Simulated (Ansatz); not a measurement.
# Ni started on a Ge site in diamond Ge, 64 atoms, charge 0

These are results of DFT, PBEsol, PAW, plane waves in Ansatz, not measurements.

Command:

```sh
ansatz run in.yaml --threads 8 --pin off --max-ram 118750MiB --runs-dir r --events-out ev --progress --plain --backend cuda --devices 0, --max-vram 170GiB
```

The input less its lattice and atoms (starting moments on atoms near the defect: 2 μB in all):

```yaml
crystal:
  symmetry: { detect: false }
kpoints:
  mp_grid: { grid: [1, 1, 1], shift: [0.25, 0.25, 0.25] }
hamiltonian:
  xc: pbesol
magnetization:
  spin_polarized: true
scf:
  occupations: { method: fermi_dirac, width: 0.01 }
relax:
  f_tol: 0.03
  max_steps: 80
  escape_saddle: false
  adjacent_minimum: "off"
output:
  forces: true
  eigenvalues: true
  populations: true
```

Start:

```
Ge Ni
1.0
    11.35118    0.00000    0.00000
     0.00000   11.35118    0.00000
     0.00000    0.00000   11.35118
Ge Ni
63 1
Direct
  0.99684 0.00060 0.99958
  0.99848 0.99569 0.49802
  0.99820 0.50157 0.00060
  0.00330 0.50002 0.50061
  0.49718 0.99886 0.00005
  0.49844 0.99983 0.50050
  0.50130 0.49676 0.00201
  0.12297 0.12754 0.12353
  0.12548 0.12970 0.62533
  0.12462 0.62633 0.12326
  0.12657 0.62613 0.62623
  0.62289 0.12558 0.12470
  0.62519 0.12385 0.62194
  0.62863 0.62426 0.12396
  0.62434 0.62843 0.62411
  0.25064 0.25299 0.00221
  0.24876 0.25332 0.49696
  0.24895 0.75038 0.99950
  0.25110 0.74974 0.49954
  0.75095 0.25071 0.99884
  0.75016 0.25063 0.50174
  0.75087 0.74551 0.99979
  0.75227 0.74750 0.50422
  0.37699 0.37637 0.12371
  0.37461 0.37555 0.62439
  0.37399 0.87652 0.12267
  0.37627 0.87275 0.62131
  0.87555 0.37897 0.12388
  0.87693 0.37875 0.62748
  0.87626 0.87244 0.12466
  0.87645 0.87327 0.62226
  0.24930 0.00102 0.25071
  0.24943 0.99983 0.75055
  0.25149 0.49671 0.24741
  0.25028 0.49990 0.74745
  0.75236 0.99994 0.25047
  0.74603 0.00125 0.74921
  0.75157 0.50138 0.25185
  0.74829 0.50071 0.75026
  0.37519 0.12307 0.37647
  0.37457 0.12801 0.87809
  0.37310 0.62402 0.37716
  0.37501 0.62519 0.87594
  0.87270 0.12156 0.37312
  0.87277 0.12308 0.87639
  0.87233 0.62512 0.37208
  0.87383 0.62435 0.87416
  0.99915 0.24951 0.24773
  0.00061 0.25013 0.75163
  0.00040 0.75013 0.25165
  0.99948 0.75188 0.75097
  0.50272 0.24936 0.24949
  0.50243 0.25081 0.74998
  0.50029 0.74866 0.25084
  0.50068 0.75325 0.74913
  0.12337 0.37734 0.37315
  0.12355 0.37675 0.87630
  0.12747 0.87537 0.37606
  0.12132 0.87766 0.87630
  0.62593 0.37559 0.37474
  0.62543 0.37223 0.87501
  0.62583 0.87585 0.37463
  0.62501 0.87440 0.87442
  0.49883 0.50286 0.49886
```

Steps:

| step | energy less the first (eV) | largest force component (eV/Å) |
| --- | --- | --- |
| start | 0.000 | 1.239 |
| 1 | -1.028 | 0.394 |
| 2 | -1.108 | 0.055 |
| 3 | -1.111 | 0.012 |

A structure on the way, about -1.03 eV from the start:

```xyz
64
Lattice="11.3512 0.0000 0.0000 0.0000 11.3512 0.0000 0.0000 0.0000 11.3512" Properties=species:S:1:pos:R:3 pbc="T T T"
Ge    0.0017   11.3475   11.3418
Ge    0.0032    0.0122    5.7080
Ge   11.3465    5.7092   11.3490
Ge   11.3487    5.6785    5.6605
Ge    5.7025   11.3499    0.0066
Ge    5.6644   11.3487    5.6721
Ge    5.6633    5.6736   11.3475
Ge    1.4195    1.4303    1.4198
Ge    1.4167    1.4290    7.0769
Ge    1.4219    7.0917    1.4201
Ge    1.4155    7.1015    7.0912
Ge    7.0907    1.4243    1.4187
Ge    7.0875    1.4171    7.0918
Ge    7.0906    7.0979    1.4191
Ge    7.0049    7.0160    7.0050
Ge    2.8565    2.8550    0.0005
Ge    2.8494    2.8487    5.6764
Ge    2.8389    8.5073   11.3510
Ge    2.8826    8.4797    5.6792
Ge    8.5016    2.8497   11.3436
Ge    8.4774    2.8798    5.6859
Ge    8.5060    8.5122   11.3350
Ge    8.4795    8.4880    5.7353
Ge    4.2672    4.2670    1.4427
Ge    4.3100    4.3167    6.9608
Ge    4.2592    9.9310    1.4231
Ge    4.2809    9.9124    7.1080
Ge    9.9320    4.2648    1.4259
Ge    9.9244    4.2824    7.1076
Ge    9.9280    9.9306    1.4250
Ge    9.9256    9.9293    7.0701
Ge    2.8488    0.0082    2.8454
Ge    2.8417    0.0142    8.4874
Ge    2.8478    5.6907    2.8443
Ge    2.8807    5.6855    8.4624
Ge    8.4989    0.0067    2.8463
Ge    8.5125   11.3364    8.5048
Ge    8.4764    5.6833    2.8869
Ge    8.4779    5.7289    8.4743
Ge    4.2654    1.4377    4.2598
Ge    4.2597    1.4220    9.9239
Ge    4.3094    6.9637    4.3219
Ge    4.2744    7.1105    9.9073
Ge    9.9190    1.4178    4.2477
Ge    9.9255    1.4190    9.9254
Ge    9.9043    7.1063    4.2780
Ge    9.9151    7.0838    9.9171
Ge    0.0000    2.8439    2.8497
Ge    0.0036    2.8367    8.5044
Ge    0.0043    8.5079    2.8507
Ge   11.3327    8.5228    8.5130
Ge    5.6937    2.8421    2.8468
Ge    5.6779    2.8855    8.4738
Ge    5.6829    8.4774    2.8914
Ge    5.7296    8.4867    8.4875
Ge    1.4374    4.2618    4.2586
Ge    1.4235    4.2609    9.9235
Ge    1.4302    9.9397    4.2663
Ge    1.4279    9.9358    9.9129
Ge    6.9659    4.3103    4.3150
Ge    7.0994    4.2803    9.9049
Ge    7.1086    9.9175    4.2850
Ge    7.0759    9.9307    9.9205
Ni    5.6928    5.6992    5.6894
```

End:

```xyz
64
Lattice="11.3512 0.0000 0.0000 0.0000 11.3512 0.0000 0.0000 0.0000 11.3512" Properties=species:S:1:pos:R:3 pbc="T T T"
Ge    0.0006    0.0042   11.3503
Ge    0.0004    0.0041    5.6997
Ge    0.0001    5.7041   11.3505
Ge   11.3500    5.6695    5.6649
Ge    5.6998    0.0043   11.3501
Ge    5.6663    0.0023    5.6649
Ge    5.6665    5.6698   11.3485
Ge    1.4165    1.4205    1.4156
Ge    1.4219    1.4257    7.0903
Ge    1.4218    7.0969    1.4204
Ge    1.4120    7.0979    7.0922
Ge    7.0923    1.4258    1.4197
Ge    7.0933    1.4166    7.0924
Ge    7.0926    7.0977    1.4125
Ge    6.9975    7.0035    6.9960
Ge    2.8438    2.8476    0.0014
Ge    2.8500    2.8536    5.6920
Ge    2.8422    8.5115   11.3454
Ge    2.8778    8.4744    5.6790
Ge    8.5071    2.8460   11.3453
Ge    8.4697    2.8814    5.6784
Ge    8.5179    8.5223   11.3410
Ge    8.4934    8.4979    5.7207
Ge    4.2565    4.2591    1.4354
Ge    4.3455    4.3489    6.9177
Ge    4.2496    9.9255    1.4276
Ge    4.2747    9.9164    7.0987
Ge    9.9223    4.2524    1.4273
Ge    9.9129    4.2771    7.0979
Ge    9.9277    9.9304    1.4174
Ge    9.9285    9.9320    7.0869
Ge    2.8432    0.0058    2.8420
Ge    2.8419   11.3510    8.5047
Ge    2.8500    5.6984    2.8483
Ge    2.8779    5.6833    8.4674
Ge    8.5066   11.3508    2.8400
Ge    8.5179   11.3453    8.5165
Ge    8.4690    5.6826    2.8766
Ge    8.4927    5.7266    8.4902
Ge    4.2552    1.4385    4.2543
Ge    4.2487    1.4317    9.9206
Ge    4.3447    6.9227    4.3459
Ge    4.2735    7.1023    9.9115
Ge    9.9219    1.4313    4.2487
Ge    9.9267    1.4217    9.9254
Ge    9.9122    7.1025    4.2732
Ge    9.9272    7.0905    9.9274
Ge    0.0020    2.8470    2.8434
Ge   11.3475    2.8456    8.5062
Ge   11.3470    8.5103    2.8418
Ge   11.3409    8.5214    8.5179
Ge    5.6939    2.8525    2.8493
Ge    5.6790    2.8813    8.4686
Ge    5.6785    8.4732    2.8784
Ge    5.7226    8.4968    8.4932
Ge    1.4362    4.2597    4.2538
Ge    1.4289    4.2537    9.9209
Ge    1.4282    9.9261    4.2483
Ge    1.4186    9.9311    9.9250
Ge    6.9189    4.3485    4.3446
Ge    7.0995    4.2781    9.9104
Ge    7.0993    9.9168    4.2725
Ge    7.0876    9.9328    9.9275
Ni    5.7027    5.7055    5.7013
```

The run converged.

Time: 10 s of wall time on one NVIDIA GB200 with 8 processor threads, on a host shared with other runs; peak host memory 2.2 GiB.

Task: How much energy did the relaxation gain, and which atom moved most?

Result: 1.11 eV in 3 steps, from a start with small random displacements; atom 60 (Ge) moved 0.22 Å, the median atom 0.04 Å (drift of the whole cell removed).

The moment started at 2 μB and ended at 0.0 μB; no other spin state is shown. The program warned that the state may not be the lowest. The one k point has no symmetry partners, which can distort the end along one axis.
